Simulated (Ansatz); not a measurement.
Geometry optimisation, DFT PBE-D3(BJ), scalar-relativistic, plane waves, PAW (Ansatz 0.2.0).

The input (input.yaml):

```yaml
crystal:
  lattice:
    - [0.0, 5.43, 5.43]
    - [5.43, 0.0, 5.43]
    - [5.43, 5.43, 0.0]
  atoms:
    - { symbol: Si, position: [0.0, 0.0, 0.0] }
    - { symbol: Si, position: [0.125, 0.125, 0.125] }
    - { symbol: Si, position: [0.0, 0.0, 0.5] }
    - { symbol: Si, position: [0.125, 0.125, 0.625] }
    - { symbol: Si, position: [0.0, 0.5, 0.0] }
    - { symbol: Si, position: [0.125, 0.625, 0.125] }
    - { symbol: Si, position: [0.0, 0.5, 0.5] }
    - { symbol: Si, position: [0.125, 0.625, 0.625] }
    - { symbol: Si, position: [0.5, 0.0, 0.0] }
    - { symbol: Si, position: [0.625, 0.125, 0.125] }
    - { symbol: Si, position: [0.5, 0.0, 0.5] }
    - { symbol: Si, position: [0.625, 0.125, 0.625] }
    - { symbol: Si, position: [0.5, 0.5, 0.0] }
    - { symbol: Si, position: [0.625, 0.625, 0.125] }
    - { symbol: Si, position: [0.5, 0.5, 0.5] }
    - { symbol: Si, position: [0.625, 0.625, 0.625] }
    - { symbol: H, position: [0.24584054, 0.25300876, 0.24861938], spin: 1.0 }
magnetization:
  spin_polarized: true
basis:
  ecutwfc: 420.0
kpoints:
  mp_grid: { grid: [2, 2, 2] }
hamiltonian:
  xc: pbe
  dispersion: d3bj
scf:
  occupations: { method: fermi_dirac, width: 0.02 }
  lower_state_search: "off"
relax:
  f_tol: 0.03
  max_steps: 60
  adjacent_minimum: "off"
output:
  write_density: true
  write_potential: true
  elf: true
  volumetric_format: npy
```

Run as:

```bash
$ ansatz run input.yaml --threads 2 --pin off --max-ram 5120MiB --backend cpu --events-out ev --progress --plain --runs-dir out
```

Problem. Where does it end, and by what steps?

Solution. The run converged. The force dipped under the threshold on the way, but the program's further checks kept it going. Limits of this set-up: coarse k mesh, a small cell, in which the defect meets its images, a typed lattice constant that wasn't relaxed here. After 14 steps the energy has fallen by 0.069 eV; H17 moved furthest, 0.33 Å.

```json
{"step": "0", "energy less start (eV)": "0.0000", "largest force component (eV/Å)": "0.293", "accepted": "yes"}
{"step": "1", "energy less start (eV)": "-0.0350", "largest force component (eV/Å)": "0.068", "accepted": "yes"}
{"step": "2", "energy less start (eV)": "-0.0371", "largest force component (eV/Å)": "0.007", "accepted": "yes"}
{"step": "3", "energy less start (eV)": "-0.0371", "largest force component (eV/Å)": "0.005", "accepted": "yes"}
{"step": "4", "energy less start (eV)": "-0.0374", "largest force component (eV/Å)": "0.025", "accepted": "yes"}
{"step": "5", "energy less start (eV)": "-0.0385", "largest force component (eV/Å)": "0.051", "accepted": "yes"}
{"step": "6", "energy less start (eV)": "-0.0410", "largest force component (eV/Å)": "0.085", "accepted": "yes"}
{"step": "7", "energy less start (eV)": "-0.0446", "largest force component (eV/Å)": "0.069", "accepted": "yes"}
{"step": "8", "energy less start (eV)": "-0.0545", "largest force component (eV/Å)": "0.214", "accepted": "yes"}
{"step": "9", "energy less start (eV)": "-0.0596", "largest force component (eV/Å)": "0.092", "accepted": "yes"}
{"step": "10", "energy less start (eV)": "-0.0651", "largest force component (eV/Å)": "0.042", "accepted": "yes"}
{"step": "11", "energy less start (eV)": "-0.0661", "largest force component (eV/Å)": "0.040", "accepted": "yes"}
{"step": "12", "energy less start (eV)": "-0.0682", "largest force component (eV/Å)": "0.037", "accepted": "yes"}
{"step": "13", "energy less start (eV)": "-0.0688", "largest force component (eV/Å)": "0.013", "accepted": "yes"}
{"step": "14", "energy less start (eV)": "-0.0688", "largest force component (eV/Å)": "0.013", "accepted": "yes"}
```

```xyz
17
Lattice="0.0000 5.4300 5.4300 5.4300 0.0000 5.4300 5.4300 5.4300 0.0000" Properties=species:S:1:pos:R:3
Si -0.001 0.175 -0.002
Si 1.462 1.453 1.462
Si 2.765 2.730 0.003
Si 4.115 4.148 1.314
Si 2.717 -0.088 2.715
Si 3.967 1.457 3.967
Si 5.429 2.732 2.664
Si 6.784 4.029 4.077
Si 0.004 2.730 2.764
Si 1.314 4.148 4.115
Si 2.716 5.403 2.714
Si 4.072 6.777 4.072
Si 2.665 2.732 5.427
Si 4.078 4.028 6.784
Si 5.431 5.400 5.430
Si 6.789 6.777 6.789
H 2.717 2.353 2.715
```

Whether the end is a true minimum wasn't checked by a vibrational analysis.

Run time: 2.3 min on 2 threads of Arm Neoverse V2 (shared host), peak memory 0.7 GiB.
